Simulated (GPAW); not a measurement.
KBr:

```
Br K
1.0
     0.00000    3.30000    3.30000
     3.30000    0.00000    3.30000
     3.30000    3.30000    0.00000
Br K
1 1
Cartesian
  3.3000 3.3000 3.3000
  0.0000 0.0000 0.0000
```

Base run:

| Property | Result |
| --- | --- |
| Program | GPAW 26.7.0 |
| Functional | PBEsol |
| Potentials or basis | PAW data sets generated in the run's folder for this functional |
| Cutoff | 600 eV |
| Basis | pw |
| k mesh | 5 × 5 × 5 |
| Occupations | fermi-dirac, width 0.05 eV |
| Spin | spin-orbit coupling, no magnetisation |

Its results: band gap on the k mesh 4.12 eV, direct; pressure -0.3 GPa.

Problem. The run is repeated on the same cell with these changes: functional from PBEsol to PBE; potentials or basis from PAW data sets generated in the run's folder for this functional to GPAW PAW data sets (gpaw-data 1.2.1). What comes out?

Solution. Band gap on the k mesh 4.27 eV, direct; pressure 0.7 GPa.

Caveats: spin-orbit coupling was added after a scalar SCF, so levels and gaps hold it while energy, forces, pressure and moments don't; this program's spin-orbit splittings come out too wide for heavy elements.
